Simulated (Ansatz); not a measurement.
Crystal: Ti2O.

```
CELL_PARAMETERS angstrom
2.91940 0.00000 0.00000
-1.45970 2.52827 0.00000
0.00000 0.00000 4.71300
ATOMIC_POSITIONS crystal
Ti 0.33333 0.66667 0.72126
Ti 0.66667 0.33333 0.27874
O 0.00000 0.00000 0.00000
```

| Property | Result |
| --- | --- |
| Program | Ansatz 0.2.0 |
| Task | relaxation of cell and atoms |
| Functional | BLYP |
| Potentials or basis | Ansatz PAW |
| Cutoff | 420 eV (not typed: the program's choice for these potentials) |
| k mesh | 10 × 10 × 6 |
| Occupations | fermi-dirac, width 0.05 eV |
| Spin | no spin polarisation |

At the start: volume 11.60 Å³/atom.

Question: How do energy, volume and symmetry change on relaxing?

Answer: It ends after 9 steps and the volume is 12.67 Å³/atom (+9.3 %); space group P-3m1 (No. 164, to 0.05 Å).

The path:
| step | energy change (eV) | largest force (eV/Å) | volume (Å³) |
| --- | --- | --- | --- |
| 1 | 0.0000 | 0.7815 | 34.79 |
| 2 | -0.1507 | 0.5005 | 38.82 |
| 3 | -0.1830 | 0.1986 | 38.00 |
| 4 | -0.1856 | 0.0478 | 38.00 |
| 5 | -0.1862 | 0.0018 | 37.91 |
| 6 | -0.1862 | 0.0005 | 37.90 |
| 7 | -0.1997 | 0.0011 | 37.90 |
| 8 | -0.1996 | 0.0004 | 38.02 |
| 9 | -0.1999 | 0.0004 | 38.02 |

Final structure:
```xyz
3
Lattice="2.9999 0.0000 0.0000 -1.4999 2.5980 0.0000 0.0000 0.0000 4.8782" Properties=species:S:1:pos:R:3 pbc="T T T"
Ti    0.0000    1.7320    3.5603
Ti    1.4999    0.8660    1.3179
O     0.0000    0.0000    0.0000
```

Caveat: the plane-wave basis is chosen anew once the cell has moved, so the energies of steps on either side of that aren't comparable; the pressure holds a Pulay correction of +0.4 GPa for the finite cutoff; the PAW data sets come from PBE, with cores solved anew for the run's functional, which leaves a small shift of forces and pressure.
